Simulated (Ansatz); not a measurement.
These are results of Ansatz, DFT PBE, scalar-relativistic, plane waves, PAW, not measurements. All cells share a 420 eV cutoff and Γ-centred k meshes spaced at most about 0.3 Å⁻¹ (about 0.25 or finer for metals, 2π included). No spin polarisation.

Each guess is relaxed in cell and atoms at zero pressure, on a coarse mesh first where it starts far from rest and then on a converged one. The steps can't lower the symmetry of the start, but it can rise. Energies are static (0 K, no zero-point motion).

Two unrelaxed guesses for Si₅Mo:

A.

```xyz
6
Lattice="2.7547 0.0000 0.0000 -1.3774 2.3857 0.0000 0.0000 0.0000 13.3899" Properties=species:S:1:pos:R:3 pbc="T T T"
Si    1.3774    0.7952   11.1850
Si    0.0000    0.0000    8.9397
Si    1.3774    0.7952    6.6950
Si    0.0000    0.0000    4.4503
Si    1.3774    0.7952    2.2049
Mo    0.0000    0.0000    0.0000
```

B.

```xyz
6
Lattice="0.0000 3.6614 3.6614 3.6614 0.0000 3.6614 3.6614 3.6614 0.0000" Properties=species:S:1:pos:R:3 pbc="T T T"
Si    1.8307    1.8307    1.8307
Si    4.5739    2.7489    2.7489
Si    4.5739    4.5739    4.5739
Si    2.7489    2.7489    4.5739
Si    2.7489    4.5739    2.7489
Mo    0.0000    0.0000    0.0000
```

Question: Do they relax into the same structure? If not, which is lower?

Answer: No. A ends lower, by 146 meV/atom. A: P-6m2 at 14.7 Å³/atom → P-6m2 at 14.8 Å³/atom; B: F-43m at 16.4 Å³/atom → F-43m at 14.1 Å³/atom. Counting Si atoms around Mo (those within 1.25 times the shortest such distance or 1.15 times the sum of covalent radii), the end of A has Mo 6 and the end of B has Mo 16. The end of B holds Si–Si bonds in all directions (shortest 2.46 Å); in the end of A the shortest Si–Si distance is 2.62 Å, near bonding range too. End of A. Conventional cell: a = 2.909 Å, c = 12.161 Å. Si on a site of symmetry 3m is surrounded by 3 Mo at 2.57 Å, 3 Si at 2.62 Å and 6 Si at 2.91 Å; Si on a second site of symmetry 3m is surrounded by 6 Si at 2.62–2.70 Å and 6 Si at 2.91 Å; Mo has 6 Si at 2.57 Å and 6 Mo at 2.91 Å; 1 more site not described. End of B. Conventional cell: a = 6.973 Å. Around Si on a site of symmetry -43m lie 12 Si at 2.89 Å and 4 Mo at 3.02 Å; Si on a site of symmetry 3m has 6 Si at 2.46–2.47 Å, 3 Si at 2.89 Å and 3 Mo at 2.89 Å; Mo has 16 Si at 2.89–3.02 Å.

Ends held by symmetry can be saddle points. Even the lowest of the cells shown lies +0.34 eV/atom against the elements. Some candidate types were left out of the draw beforehand, so a known form may be missing.
